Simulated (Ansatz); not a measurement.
Crystal: CuO (Tenorite).

```
Cu O
1.0
     2.34185   -1.71130    0.00000
     2.34185    1.71130    0.00000
    -0.85003    0.00000    5.05787
Cu O
2 2
Direct
  0.50000 0.00000 0.50000
  0.00000 0.50000 0.00000
  0.41840 0.58160 0.75000
  0.58160 0.41840 0.25000
```

| Item | Value |
| --- | --- |
| Program | Ansatz 0.2.0 |
| Task | single point |
| Functional | PBE |
| Potentials or basis | Ansatz PAW |
| Cutoff | 420 eV (not typed: the program's choice for these potentials) |
| k mesh | 10 × 10 × 5 |
| Occupations | fermi-dirac, width 0.05 eV |
| Spin | no spin polarisation |

On this cell: pressure 5.7 GPa; largest force 0.263 eV/Å; band gap on the k mesh none (metal or under the smearing width).

The same run follows on a disturbed copy (atoms moved at random, drawn with an rms of 0.05 Å):

```
CELL_PARAMETERS angstrom
2.34185 -1.71130 0.00000
2.34185 1.71130 0.00000
-0.85003 0.00000 5.05787
ATOMIC_POSITIONS crystal
Cu 0.50631 0.99109 0.50005
Cu 0.99695 0.51187 0.00777
O 0.41258 0.58217 0.75430
O 0.57936 0.40935 0.25162
```

Question: What changes?

Answer: The energy (extrapolated to zero smearing) moves by +4.9 meV/atom; pressure 5.5 GPa; largest force 0.423 eV/Å; band gap on the k mesh none (metal or under the smearing width).

Forces on the atoms (eV/Å):
```
Cu  -0.043  0.141  0.396
Cu  -0.189  0.018 -0.342
O    0.093 -0.386 -0.106
O    0.139  0.226  0.052
```

Stress tensor (GPa, compression positive):
```
 5.44 -0.18 -1.51
-0.18  6.64 -0.47
-1.51 -0.47  4.38
```

Caveats: the run has no spin polarisation, though such a crystal can be magnetic; semilocal functionals often make such compounds metallic where correlation or magnetic order opens a gap, which also shifts bond lengths.
